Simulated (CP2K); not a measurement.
## O under changes of volume

One of the cells (17.288 Å³/atom); the others are scaled copies at fixed shape and fractional positions:

```
O
1.0
     3.30062    0.00000    0.00000
     1.62602    2.87232    0.00000
    -2.06860   -1.20603    3.64705
O
2
Cartesian
  3.0545 1.7808 3.0797
  -0.1964 -0.1145 0.5674
```

```yaml
Program: CP2K 2026.2
Functional: PBEsol
Potentials_or_basis: POTENTIAL_UZH O GTH-PBE-q6; TZVP-MOLOPT-PBE-GTH basis
Density_cutoff: 8163 eV
k_mesh: 10 × 10 × 7
Occupations: fermi-dirac, width 0.05 eV
Spin: no spin polarisation
```

```tsv
volume (Å³/atom)	energy over the lowest point (meV/atom)	pressure (GPa)	largest force (eV/Å)
16.251	4.09	2.5	2.541
16.596	0.63	1.2	1.841
16.942	0.00	-0.1	1.191
17.288	2.09	-1.2	0.587
17.634	?	?	?
17.979	12.58	-3.1	0.560
18.325	20.73	-4.0	1.048
```

Problem. What does the run at 17.634 Å³/atom give?

Solution. Energy over the lowest point 6.29 meV/atom; pressure -2.2 GPa; largest force 0.156 eV/Å.

Worked out: A Birch-Murnaghan fit of order 3 (a polynomial in V^(-2/3)) to the other rows has its minimum at 16.84 Å³/atom with B0 = V·E''(V) = 60 GPa and B' = 4.8 at fixed shape and positions, which overstates the stiffness. It gives 6.32 meV/atom at 17.634 Å³/atom, against the run's 6.29, and -dE/dV = -2.5 GPa, against -2.2.

Energies are extrapolated to zero smearing.

Caveats: spin is off for a triplet molecule; the potentials were made for another functional, which shifts forces and pressure; the basis of atomic orbitals isn't converged, which shifts pressures, moduli and gaps.
